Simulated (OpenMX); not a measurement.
The system is TiO2 (Anatase).

```xyz
6
Lattice="-1.8921 1.8921 4.7573 1.8921 -1.8921 4.7573 1.8921 1.8921 -4.7573" Properties=species:S:1:pos:R:3 pbc="T T T"
Ti    0.0000    1.8921    2.3786
Ti    0.0000    0.0000    0.0000
O     0.0000    0.0000    7.5346
O     0.0000    1.8921    0.3987
O     0.0000    1.8921    4.3586
O     0.0000    0.0000    1.9800
```

```yaml
Program: OpenMX 3.8.5
Task: single point
Functional: PBE
Potentials_or_basis: OpenMX 2013 PBE set, Ti7.0-s3p2d2, O6.0-s2p2d1, grid cutoff 400 Ry
k_mesh: 11 × 11 × 11
Occupations: fermi-dirac, width 0.05 eV
Spin: no spin polarisation
```

On this cell: pressure 5.6 GPa; largest force 0.144 eV/Å; band gap on the k mesh 1.83 eV, indirect (least direct gap 2.11 eV).

The same run follows on a disturbed copy (atoms moved at random, drawn with an rms of 0.05 Å):

```xyz
6
Lattice="-1.8921 1.8921 4.7573 1.8921 -1.8921 4.7573 1.8921 1.8921 -4.7573" Properties=species:S:1:pos:R:3 pbc="T T T"
Ti   -0.0099    1.8803    2.4010
Ti   -0.0114    0.0122   -0.0021
O     0.0186   -0.0285    7.5182
O    -0.0010    1.8975    0.3808
O    -0.0460    1.8477    4.3961
O    -0.0004    0.0216    1.9962
```

**Question.** What does the disturbed cell give?

**Answer.** The energy moves by +7.2 meV/atom; pressure 4.7 GPa; largest force 0.873 eV/Å; band gap on the k mesh 1.75 eV, indirect (least direct gap 2.08 eV).

Forces in eV/Å, atoms in the order of the input:
```
Ti   0.039 -0.014 -0.300
Ti  -0.076  0.111  0.229
O   -0.634  0.254  0.195
O   -0.142 -0.110  0.222
O    0.793  0.167 -0.325
O    0.037 -0.370 -0.044
```

Caveats: an odd mesh through Γ misses points on the zone boundary, where band edges often lie; the basis of atomic orbitals isn't converged, which shifts pressures, moduli and gaps.
